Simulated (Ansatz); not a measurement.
**MgS: a sweep of one setting**

```xyz
2
Lattice="0.0000 2.6016 2.6016 2.6016 0.0000 2.6016 2.6016 2.6016 0.0000" Properties=species:S:1:pos:R:3 pbc="T T T"
Mg    0.0000    0.0000    0.0000
S     2.6016    2.6016    2.6016
```

Atoms are numbered in the order listed.

The conventional cell has a = 5.203 Å, b = 5.203 Å, c = 5.203 Å, α = 90.00°, β = 90.00°, γ = 90.00°. Around Mg (atom 1) lie 6 S at 2.60 Å. S (atom 2) is surrounded by 6 Mg at 2.60 Å.

The cell is COD entry 9008672, as deposited and not checked against the literature; nothing was relaxed.

Theory: DFT, PBE, all-electron LAPW, scalar-relativistic (Ansatz 0.2.0).

Settings: a Γ-centred 8×8×8 k mesh, Fermi–Dirac smearing of 0.01 eV, basis error target 0.25 meV/atom, no spin polarisation. One setting is then changed at a time.

| filling | energy at zero smearing less the base's (meV/atom) | P (GPa) | cutoff chosen (eV) |
| --- | --- | --- | --- |
| Fermi–Dirac 0.01 eV (base) | 0.0 | 1.15 | 217 |
| tetrahedron | 0.0 | – | 217 |
| Gaussian 0.2 eV | 0.0 | 1.15 | 217 |
| Fermi–Dirac 0.01 eV | 0.0 | 1.15 | 217 |
| Fermi–Dirac 0.28 eV | ? | 1.16 | 217 |
| Methfessel–Paxton 0.2 eV | 0.0 | 1.15 | 217 |

**Question.** What belongs in the row "Fermi–Dirac 0.28 eV", column "energy at zero smearing less the base's (meV/atom)"?

**Answer.** 0.5.
